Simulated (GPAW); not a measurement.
A run of GPAW 26.7.0:

Contents of run.py:

```python
import numpy as np
from ase.dft.bandgap import bandgap
from ase.io import read, write
from ase.units import GPa
from gpaw import GPAW, PW, setup_paths
from gpaw.spinorbit import soc_eigenstates

setup_paths.insert(0, '.')

atoms = read('MoS2.cif')

calc = GPAW(mode=PW(600),
            xc='WC',
            kpts={'size': (6, 6, 2), 'gamma': True},
            occupations={'name': 'fermi-dirac', 'width': 0.05},
            nbands=46,
            convergence={'density': 1e-05, 'energy': 1e-05},
            maxiter=150,
            txt='gpaw.txt')
atoms.calc = calc
energy = atoms.get_potential_energy()
forces = atoms.get_forces()
stress = atoms.get_stress()
calc.write('gs.gpw')
write('result.traj', atoms)
print(f'Energy: {energy:.6f} eV')
print('Forces (eV/A):')
print(forces.round(4))
print('Stress (GPa):', (stress / GPa).round(3))
print('Fermi level:', round(calc.get_fermi_level(), 4), 'eV')
print(f'Gap: {bandgap(calc)[0]:.4f} eV, direct: {bandgap(calc, direct=True)[0]:.4f} eV')

path = atoms.cell.bandpath('GMKGALHA,LM,KH', npoints=60, eps=1e-4)
bs_calc = calc.fixed_density(kpts=path, symmetry='off', nbands=69,
                             convergence={'bands': 'CBM+6.0', 'eigenstates': 1e-6}, txt='bands.txt')
bs = bs_calc.band_structure()
bs.write('bs.json')
print(f'Gap on the path: {bandgap(bs_calc)[0]:.4f} eV')

soc = soc_eigenstates(bs_calc, theta=0, phi=0)
np.savetxt('soc_bands.dat', soc.eigenvalues(), fmt='%.4f')
mesh = soc_eigenstates('gs.gpw', theta=0, phi=0)
np.savetxt('soc_mesh.dat', mesh.eigenvalues(), fmt='%.4f')
print('Fermi level with spin-orbit coupling:', round(mesh.fermi_level, 4), 'eV')
```

Contents of MoS2.cif:

```cif
data_MoS2
_cell_length_a 3.16900000
_cell_length_b 3.16900000
_cell_length_c 12.32400000
_cell_angle_alpha 90.00000000
_cell_angle_beta 90.00000000
_cell_angle_gamma 120.00000000
_space_group_name_H-M_alt 'P1'
_space_group_name_Hall 'P 1'
_space_group_IT_number 1
loop_
_space_group_symop_operation_xyz
'x,y,z'
loop_
_atom_site_label
_atom_site_type_symbol
_atom_site_symmetry_multiplicity
_atom_site_Wyckoff_symbol
_atom_site_fract_x
_atom_site_fract_y
_atom_site_fract_z
_atom_site_occupancy
Mo1 Mo 1 a 0.6666666667 0.3333333333 0.7500000000 1
Mo2 Mo 1 a 0.3333333333 0.6666666667 0.2500000000 1
S1 S 1 a 0.6666666667 0.3333333333 0.3770000000 1
S2 S 1 a 0.3333333333 0.6666666667 0.8770000000 1
S3 S 1 a 0.6666666667 0.3333333333 0.1230000000 1
S4 S 1 a 0.3333333333 0.6666666667 0.6230000000 1
```

Potentials or basis: PAW data sets generated in the run's folder for this functional, pw.

Launch:

```bash
$ gpaw-setup -f WC Mo S
$ OMP_NUM_THREADS=1 python run.py
```

Hardware: 1 thread of AMD EPYC 9B14 (Zen 4) (shared host).

Problem. Estimate the wall time of this run.

Solution. Run time: 120 s on 1 thread of AMD EPYC 9B14 (Zen 4) (shared host), peak memory 0.62 GiB. Counts: scf iterations 18, plane waves 3614, bands 46, k points 14.
